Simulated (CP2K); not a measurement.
Runs of CP2K 2026.2 on ZnSe (Stilleite). The structure is cubic, space group F-43m (No. 216). The conventional cell has a = 5.668 Å, b = 5.668 Å, c = 5.668 Å, α = 90.00°, β = 90.00°, γ = 90.00°. Se (site symmetry -43m) is surrounded by 4 Zn at 2.45 Å. Zn (site symmetry -43m) is surrounded by 4 Se at 2.45 Å. 

| potentials or basis | gap on the mesh (eV) | pressure (GPa) |
| --- | --- | --- |
| GTH_POTENTIALS Se GTH-BLYP-q6, Zn GTH-BLYP-q12; DZVP-MOLOPT-SR-GTH basis | 1.22 | 2.3 |
| GTH_POTENTIALS Se GTH-PADE-q6, Zn GTH-PADE-q12; DZVP-MOLOPT-SR-GTH basis | 1.37 | 1.4 |
| POTENTIAL_UZH Se GTH-SCAN-q6, Zn GTH-SCAN-q12; DZVP-MOLOPT-SR-GTH basis | 1.51 | 2.7 |
| GTH_POTENTIALS Se GTH-PBE-q6, Zn GTH-PBE-q12; DZVP-MOLOPT-SR-GTH basis | 1.30 | (a) |
| POTENTIAL_UZH Se GTH-PBE0-q6, Zn GTH-PBE0-q12; DZVP-MOLOPT-SR-GTH basis | (b) | (c) |

Alike in all rows: task single point; level PBE; no spin polarisation; cell as given; k mesh 8 × 8 × 8; smearing fermi-dirac 0.05 eV.

Q: Fill in the values left out.

A: (a) 2.8; (b) 1.53; (c) 3.8.

Caveats: the basis of atomic orbitals isn't converged, which shifts pressures, moduli and gaps; the potentials were made for another functional, which shifts forces and pressure (some runs).

A k mesh can miss the band edges, and the runs leave out spin-orbit coupling on Se.
